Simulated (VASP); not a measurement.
Crystal: Ge.

```
Ge
1.0
     2.70227   -3.21186    0.00000
     2.70227    3.21186    0.00000
     0.00000    0.00000    2.06819
Ge
1
Direct
  0.50000 0.50000 0.00000
```

The cell was built by a generator and needn't be a form met in nature.

The cell isn't the ideal one: random cell by space group and Wyckoff sites (Cmmm, No. 65).

```yaml
Program: VASP 6.6.1
Task: relaxation of cell and atoms
Functional: PBE
Potentials_or_basis: VASP PAW PBE potentials, release 64 (Ge_d)
Cutoff: 600 eV
k_mesh: 4 × 4 × 8
Occupations: gaussian, width 0.1 eV
Spin: no spin polarisation
```

At the start: pressure 13.9 GPa; volume 35.90 Å³/atom.

Where does the relaxation end?

Over 18 steps the energy falls by 1570.9 meV/atom and the volume is 20.44 Å³/atom (-43.1 %); space group P4/mmm (No. 123, to 0.05 Å).

Step by step:
| step | energy change (eV) | largest force (eV/Å) | pressure (GPa) | volume (Å³) |
| --- | --- | --- | --- | --- |
| 1 | 0.0000 | 0.0000 | 13.88 | 35.90 |
| 2 | -0.1732 | 0.0000 | -5.89 | 52.05 |
| 3 | -0.4638 | 0.0000 | -1.40 | 43.04 |
| 4 | -0.4875 | 0.0000 | -3.14 | 45.09 |
| 5 | -0.4892 | 0.0000 | -2.44 | 44.52 |
| 6 | -0.4894 | 0.0000 | -2.60 | 44.69 |
| 7 | -0.5930 | 0.0000 | -3.53 | 41.02 |
| 8 | -0.9826 | 0.0000 | -6.91 | 30.69 |
| 9 | 0.0976 | 0.0000 | 86.61 | 13.61 |
| 10 | -1.1517 | 0.0000 | -7.65 | 27.96 |
| 11 | -1.5611 | 0.0000 | -0.28 | 20.29 |
| 12 | -1.5190 | 0.0000 | 8.78 | 18.57 |
| 13 | -1.5648 | 0.0000 | 1.35 | 19.88 |
| 14 | -1.5608 | 0.0000 | 3.43 | 19.46 |
| 15 | -1.5445 | 0.0000 | -4.67 | 22.07 |
| 16 | -1.5703 | 0.0000 | -0.09 | 20.40 |
| 17 | -1.5700 | 0.0000 | -0.21 | 20.48 |
| 18 | -1.5709 | 0.0000 | -0.02 | 20.44 |

Final structure:
```cif
data_structure
_symmetry_space_group_name_H-M 'P 1'
_symmetry_Int_Tables_number 1
_cell_length_a 2.6720
_cell_length_b 2.6720
_cell_length_c 2.8629
_cell_angle_alpha 90.000
_cell_angle_beta 90.000
_cell_angle_gamma 89.970
_cell_volume 20.44
loop_
_atom_site_label
_atom_site_type_symbol
_atom_site_fract_x
_atom_site_fract_y
_atom_site_fract_z
_atom_site_occupancy
Ge1 Ge 0.50000 0.50000 0.00000 1
```

Caveat: the k mesh is coarse (spacing up to 0.38 Å⁻¹), so the values aren't converged; the volume moved by over 15 % at a fixed basis, so the end points are rough.
